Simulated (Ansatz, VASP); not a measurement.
# One calculation of CdSe, two programs

```
Cd Se
1.0
     4.34024    0.00000    0.00000
    -2.17012    3.75876    0.00000
     0.00000    0.00000    7.07784
Cd Se
2 2
Direct
  0.66667 0.33333 0.49997
  0.33333 0.66667 0.99997
  0.66667 0.33333 0.87589
  0.33333 0.66667 0.37589
```

Alike in both runs: functional r2SCAN; k mesh 7 × 7 × 4; no spin polarisation.

Ansatz relaxed the structure, and its values are those at the end. VASP's run is a single point on that final structure, the one shown.

|  | VASP | Ansatz |
| --- | --- | --- |
| version | VASP 6.6.1 | Ansatz 0.2.0 |
| potentials or method | VASP PAW PBE potentials, release 64 (Cd, Se) | plane-wave PAW DFT |
| plane-wave cutoff (eV) | 520 | 500 |
| occupations | gaussian, width 0.01 eV | fixed |
| valence electrons in the cell | 36 | 72 |

|  | VASP | Ansatz | Ansatz less VASP |
| --- | --- | --- | --- |
| pressure (GPa) | 0.2 | 0.0 | -0.24 |

The two sets of potentials don't hold the same shells in valence.

Caveats: the PAW data sets were made with another functional, which shifts forces and pressure a little (VASP). r2SCAN opens gaps a little over a GGA but as a rule still falls short of measured ones.
